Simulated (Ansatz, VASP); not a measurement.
**One calculation of ZnCu, two programs**

```
CELL_PARAMETERS angstrom
2.96277 0.00000 0.00000
0.00000 2.96277 0.00000
0.00000 0.00000 2.96277
ATOMIC_POSITIONS crystal
Zn 0.50000 0.50000 0.50000
Cu 0.00000 0.00000 0.00000
```

Alike in both runs: functional PBE; k mesh 11 × 11 × 11; occupations fermi-dirac, width 0.05 eV; no spin polarisation.

Ansatz relaxed the structure, and its values are those at the end. VASP's run is a single point on that final structure, the one shown.

|  | VASP | Ansatz |
| --- | --- | --- |
| version | VASP 6.6.1 | Ansatz 0.2.0 |
| potentials or method | VASP PAW PBE potentials, release 64 (Zn, Cu) | PAW with Ansatz's default frozen-core files, scalar-relativistic |
| plane-wave cutoff (eV) | 520 | 420 |
| valence electrons in the cell | 23 | 31 |

|  | VASP | Ansatz | Ansatz less VASP |
| --- | --- | --- | --- |
| pressure (GPa) | 0.5 | 0.0 | -0.51 |

The two sets of potentials don't hold the same shells in valence.
